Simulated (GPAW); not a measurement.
Runs of GPAW 26.7.0 on ZnO (zincite). It takes space group P6_3mc (No. 186, hexagonal). Conventional cell: a = 3.249 Å, b = 3.249 Å, c = 5.206 Å, α = 90.00°, β = 90.00°, γ = 120.00°. Zn (site symmetry 3m) has 4 O at 1.97 to 1.98 Å as nearest neighbours. O (site symmetry 3m) is surrounded by 4 Zn at 1.97 to 1.98 Å. 

```tsv
level	potentials or basis	cell	optimizer	fmax	max steps	eigensolver	target pressure	gap on the mesh (eV)	pressure (GPa)	relaxed volume (Å³/atom)	largest force (eV/Å)
BP86+D4	PAW data sets generated in the run's folder for this functional, pw	relaxed	LBFGS	0.02 eV/Å	40	-	-	(a)	0.1	11.73	-
BLYP+D3	PAW data sets generated in the run's folder for this functional, pw	relaxed	BFGS	0.02 eV/Å	40	davidson	-	0.87	0.1	12.27	0.01
SCAN	GPAW PAW data sets (gpaw-data 1.2.1), pw	relaxed	BFGS	0.02 eV/Å	40	-	-	1.18	0.0	11.73	0.01
AM05	PAW data sets generated in the run's folder for this functional, pw	relaxed to 2 GPa	LBFGS	0.01 eV/Å	100	-	2 GPa	(b)	2.0	-	-
mBEEF	GPAW PAW data sets (gpaw-data 1.2.1), pw	relaxed	BFGS	0.01 eV/Å	40	-	-	1.42	0.0	12.08	-
```

Alike in all rows: task relaxation of cell and atoms; no spin polarisation; k mesh 6 × 6 × 3; cutoff (eV) 800; smearing fermi-dirac 0.05 eV.

**Question.** Fill in the values left out.

**Answer.** (a) 0.82; (b) 0.83.

Caveats: later steps reuse the first step's grids; the PAW data sets were made with another functional, which shifts forces and pressure a little (some runs).

Runs at the PBE level aren't shown here.
